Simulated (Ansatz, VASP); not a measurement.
Two plane-wave programs on Ge

Contents of INCAR:

```
SYSTEM = Ge
  PREC = Accurate
  ENCUT = 520
  EDIFF = 1E-6
  ISMEAR = 0
  SIGMA = 0.15
  LREAL = .FALSE.
  LASPH = .TRUE.
  NELM = 100
  ALGO = Normal
  ISIF = 2
  LWAVE = .FALSE.
  LCHARG = .FALSE.
  GGA = PS
  NBANDS = 21
```

File KPOINTS:

```
Automatic mesh
0
G
  14 14 14
  0 0 0
```

File POSCAR:

```
Ge
1.0
    0.0000000000      2.8287700000      2.8287700000
    2.8287700000      0.0000000000      2.8287700000
    2.8287700000      2.8287700000      0.0000000000
Ge
2
Direct
    0.5000000000      0.5000000000      0.5000000000
    0.7500000000      0.7500000000      0.7500000000
```

Input for Ansatz:

```yaml
crystal:
  lattice:
    - [0.0, 2.82877, 2.82877]
    - [2.82877, 0.0, 2.82877]
    - [2.82877, 2.82877, 0.0]
  atoms:
    - { symbol: Ge, position: [0.5, 0.5, 0.5] }
    - { symbol: Ge, position: [0.75, 0.75, 0.75] }
basis:
  ecutwfc: 420
kpoints:
  mp_grid: { grid: [14, 14, 14] }
hamiltonian:
  xc: pbesol
scf:
  occupations: { method: gaussian, width: 0.15 }
output:
  forces: true
  stress: true
  eigenvalues: true
```

Alike in both runs: task single point; functional PBEsol; k mesh 14 × 14 × 14; occupations gaussian, width 0.15 eV; no spin polarisation.

```csv
,VASP,Ansatz
version,VASP 6.6.1,Ansatz 0.2.0
potentials or method,"VASP PAW PBE potentials, release 64 (Ge_d)","scalar-relativistic, plane waves, PAW"
plane-wave cutoff (eV),520,420
valence electrons in the cell,28,28
```

|  | VASP | Ansatz | Ansatz less VASP |
| --- | --- | --- | --- |
| gap on the k mesh at the Fermi level (eV) | none | none | - |
| pressure (GPa) | 0.2 | 0.7 | +0.43 |

A gap of «none» marks a metal or a gap that the smearing closes.

Caveats: the PAW data sets were made with another functional, which shifts forces and pressure a little (VASP); this crystal is a semiconductor, whose small gap the functional closes, so the metal is an error of the method.
